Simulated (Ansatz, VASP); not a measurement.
Two plane-wave programs on AlAu

Contents of INCAR:

```
PREC = Accurate
ENCUT = 520
EDIFF = 1E-6
ISMEAR = 0
SIGMA = 0.15
LREAL = False
LASPH = True
NELM = 100
ALGO = Fast
ISIF = 2
LWAVE = False
LCHARG = True
GGA = CA
LELF = True
LVHAR = True
NBANDS = 14
```

KPOINTS

```
Automatic mesh
0
Gamma
  16 16 16
```

The input POSCAR:

```
AlAu
1.0
    3.2644934883     -0.3493369416     -0.3493369416
   -0.3493369416      3.2644934883     -0.3493369416
   -0.3493369416     -0.3493369416      3.2644934883
Al Au
1 1
Direct
    0.0000000000      0.0000000000      0.0000000000
    0.5000000000      0.5000000000      0.5000000000
```

Input for Ansatz:

```yaml
crystal:
  lattice:
    - [3.2644934883, -0.3493369416, -0.3493369416]
    - [-0.3493369416, 3.2644934883, -0.3493369416]
    - [-0.3493369416, -0.3493369416, 3.2644934883]
  atoms:
    - { symbol: Al, position: [0.0, 0.0, 0.0] }
    - { symbol: Au, position: [0.5, 0.5, 0.5] }
basis:
  ecutwfc: 420
kpoints:
  mp_grid: { grid: [16, 16, 16] }
hamiltonian:
  xc: lda
scf:
  occupations: { method: gaussian, width: 0.15 }
output:
  forces: true
  stress: true
  eigenvalues: true
```

Alike in both runs: task single point; functional LDA; k mesh 16 × 16 × 16; occupations gaussian, width 0.15 eV; no spin polarisation.

|  | VASP | Ansatz |
| --- | --- | --- |
| version | VASP 6.6.1 | Ansatz 0.2.0 |
| potentials or method | VASP PAW LDA potentials, release 64 (Al, Au) | scalar-relativistic, plane waves, PAW |
| plane-wave cutoff (eV) | 520 | 420 |
| valence electrons in the cell | 14 | 22 |

```tsv
	VASP	Ansatz	Ansatz less VASP
gap on the k mesh at the Fermi level (eV)	none	none	-
pressure (GPa)	19.2	18.8	-0.40
largest component of the traceless stress (GPa)	25.22	24.80	-0.424
```

A gap of «none» marks a metal or a gap that the smearing closes. The two sets of potentials don't hold the same shells in valence.

Caveats: so large a pressure means that the cell lies far from this level's equilibrium, or that cutoff or potentials fall short (VASP). The runs have no spin-orbit coupling, so splittings on Au are missing.
